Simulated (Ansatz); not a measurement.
# Orbital-resolved density of states of RbCl

```xyz
2
Lattice="0.0000 3.2740 3.2740 3.2740 0.0000 3.2740 3.2740 3.2740 0.0000" Properties=species:S:1:pos:R:3 pbc="T T T"
Rb    0.0000    0.0000    0.0000
Cl    3.2740    3.2740    3.2740
```

Atoms are numbered in the order listed.

The cell is COD entry 8103714, as deposited and not checked against the literature; nothing was relaxed. It differs from other determinations.

All numbers below come from Ansatz 0.2.0, DFT, PBE, all-electron LAPW, scalar-relativistic.

Settings: a Γ-centred 7×7×7 k mesh, Fermi–Dirac smearing of 0.02 eV, basis error target 1 meV/atom, no spin polarisation.

States per eV for one atom of each kind, in 0.4 eV bins named by their centres, from the valence-band top, projected on a minimal set of Löwdin-orthogonalised atomic shells; orbitals are real harmonics on the Cartesian axes, equal curves share a column, and empty bins are left out, as is all above 7.7 eV, near the top of the computed bands.

Rb1 4p:

```
# E all pz=px=py
-8.2 9.63 3.21
-7.8 5.07 1.69
-0.6 0.04 0.01
-0.2 0.13 0.04
6.6 0.01 0.00
7.0 0.01 0.00
7.4 0.01 0.00
```

Cl2 3p:

```
# E all pz=px=py
-8.2 0.15 0.05
-7.8 0.02 0.01
-1.0 0.21 0.07
-0.6 4.10 1.37
-0.2 10.03 3.34
5.8 0.01 0.00
6.2 0.02 0.01
6.6 0.03 0.01
7.0 0.04 0.01
7.4 0.08 0.03
```

Rb1 5s:

```
# E all
-8.2 0.01
-7.8 0.01
-1.0 0.03
-0.6 0.30
-0.2 0.01
5.4 0.06
5.8 0.12
6.2 0.19
6.6 0.31
7.0 0.39
7.4 0.76
```
